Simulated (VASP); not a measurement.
Set up this calculation in VASP 6.6.1, as the native input.

```yaml
Task: electrostatic potential
Functional: PBE
Potentials_or_basis: VASP PAW PBE potentials, release 64 (Ca_sv, Se)
Cutoff: 520 eV
k_mesh: 8 × 8 × 8
Occupations: gaussian, width 0.02 eV
Spin: no spin polarisation
Further_INCAR_settings: ALGO = Normal; EDIFF = 1e-06
```

The structure of CaSe lies in POSCAR:

```
CaSe                                    
1.0
    0.0000000000      2.9826752436      2.9826752436
    2.9826752436      0.0000000000      2.9826752436
    2.9826752436      2.9826752436      0.0000000000
  Ca              Se            
     1     1
Direct
     0.0000000000000000    0.0000000000000000    0.0000000000000000
     0.5000000000000000    0.5000000000000000    0.5000000000000000
```

The cell was built by a generator and needn't be a form met in nature.

One way to write it, as run:

INCAR

```
SYSTEM = CaSe
ALGO     = Normal         ! electronic algorithm
EDIFF    = 1E-6           ! SCF threshold, eV
ENCUT    = 520            ! plane-wave cutoff, eV
GGA      = PE             ! functional
ISIF     = 2              ! what is computed and relaxed
ISMEAR   = 0              ! smearing method
KPAR     = 4            
LASPH    = .True.         ! aspherical terms in the spheres
LCHARG   = .True.         ! write CHGCAR
LREAL    = .False.        ! projectors in reciprocal space
LVHAR    = .True.       
LWAVE    = .False.        ! write WAVECAR
NELM     = 60             ! most SCF steps
PREC     = Accurate       ! precision mode
SIGMA    = 0.02           ! smearing width, eV
```

KPOINTS

```
k-points
0
Gamma
  8 8 8
  0 0 0
```

Potentials or basis: VASP PAW PBE potentials, release 64 (Ca_sv, Se).

Run with:

```sh
$ cat potpaw_PBE.64/Ca_sv/POTCAR potpaw_PBE.64/Se/POTCAR > POTCAR
$ mpirun -np 4 vasp_std > vasp.out
```

Results of the run:

* Pressure: 0.0 GPa
* Band gap on the k mesh: 2.08 eV, indirect (least direct gap 2.99 eV)

Wall time 5.4 s on 4 MPI ranks on Intel(R) Xeon(R) Platinum 8559C (Emerald Rapids), with other jobs on the host, peak memory 0.17 GiB a rank.
